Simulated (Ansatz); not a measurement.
# PbO: the relaxed cell by functional

The starting cell is an entry of the Crystallography Open Database (1961):

```yaml
crystal:
  lattice:
    - [5.87600, 0.00000, 0.00000]
    - [0.00000, 5.47600, 0.00000]
    - [0.00000, 0.00000, 4.74300]
  atoms:
    - { symbol: Pb, position: [0.23100, 0.01400, 0.25000] }
    - { symbol: Pb, position: [0.76900, 0.98600, 0.75000] }
    - { symbol: Pb, position: [0.23100, 0.48600, 0.75000] }
    - { symbol: Pb, position: [0.76900, 0.51400, 0.25000] }
    - { symbol: O, position: [0.86800, 0.08200, 0.25000] }
    - { symbol: O, position: [0.13200, 0.91800, 0.75000] }
    - { symbol: O, position: [0.86800, 0.41800, 0.75000] }
    - { symbol: O, position: [0.13200, 0.58200, 0.25000] }
```

Atoms and cell were relaxed at zero pressure with plane-wave PAW DFT (Ansatz 0.2.0; one set of PAW datasets, made under PBE, for all functionals; 420 eV, r2SCAN 500 eV; 4×6×6 Γ-centred mesh, fermi-dirac occupations of width 0.020 eV; no spin polarisation, no spin-orbit coupling, no dispersion correction), keeping the symmetry (Pbcm, No. 57).

Q: How do the functionals compare with each other and with the entry?

A: The relaxed conventional cells:

```csv
functional,a (Å),b (Å),c (Å),volume (Å³/atom),formation energy (eV/atom)
LDA,5.794,5.417,4.650,18.24,-1.270
PBEsol,5.939,5.536,4.715,19.38,-1.098
PBE,6.401,5.815,4.804,22.35,-1.078
r2SCAN,6.155,5.643,4.719,20.49,-1.234
the entry,5.876,5.476,4.743,19.08,–
```

LDA gives the smallest volume and PBE the largest, 22.5 % more, the usual order, since LDA overbinds and PBE's gradient terms loosen the lattice. Against the entry's volume: LDA -4.4 %, PBEsol +1.6 %, PBE +17.2 %, r2SCAN +7.4 %. No verdict is drawn from this: the entry is old or was flagged in a check, so the entry may be off as well as the functionals. The axis a stretches most from LDA to PBE (10.5 %), the mark of a weakly bound direction, where the missing dispersion matters. The formation energies span 0.19 eV an atom, lowest under LDA.

Caveats: each relaxation keeps the start's symmetry, so a distorted cell may lie lower; computed cells are at 0 K with fixed nuclei, while the entry holds thermal expansion, often some tenths of a per cent in volume and more in soft crystals; no spin-orbit coupling, which moves formation energies of heavy elements; without dispersion the spacing of weakly bound layers is ill defined; formation energies are at zero smearing against the elements' usual phases under the same functional, gases as free molecules, uncorrected.
